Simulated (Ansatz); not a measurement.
Response to strain in InN

The parent structure is InN in the wurtzite structure (space group P6_3mc, No. 186).

```
CELL_PARAMETERS angstrom
      3.53693     0.00000     0.00000
     -1.76847     3.06307     0.00000
      0.00000     0.00000     5.71356
ATOMIC_POSITIONS crystal
  In 0.66667 0.33333 0.00203
  In 0.33333 0.66667 0.50203
  N  0.66667 0.33333 0.62317
  N  0.33333 0.66667 0.12317
```

Cartesian axes are those of the cell as printed.

Strains are applied to the cell and any free atomic positions relax; under biaxial strain the out-of-plane vector relaxes too.

Computed with PBEsol (Ansatz, an electronic-structure program, PAW, no spin-orbit coupling).

Notes on the quantities. pressure: mean of the normal stresses, compression positive.

```json
[
 {"case": "base", "volume per atom": "15.48 Å³", "pressure": "0.0 GPa"},
 {"case": "biaxial strain −0.79 %, plane normal [001], relaxed out of plane", "volume per atom": "15.33 Å³", "pressure": "1.4 GPa"},
 {"case": "isotropic strain −1.37 %", "volume per atom": "14.85 Å³", "pressure": "6.2 GPa"},
 {"case": "isotropic strain +0.52 %", "volume per atom": "15.72 Å³", "pressure": "-2.0 GPa"}
]
```

A case with no gap was solved on a k-mesh chosen for an insulator, which is coarse for it. Whether these cells are dynamically stable was not tested. The final runs are not spin-polarised.
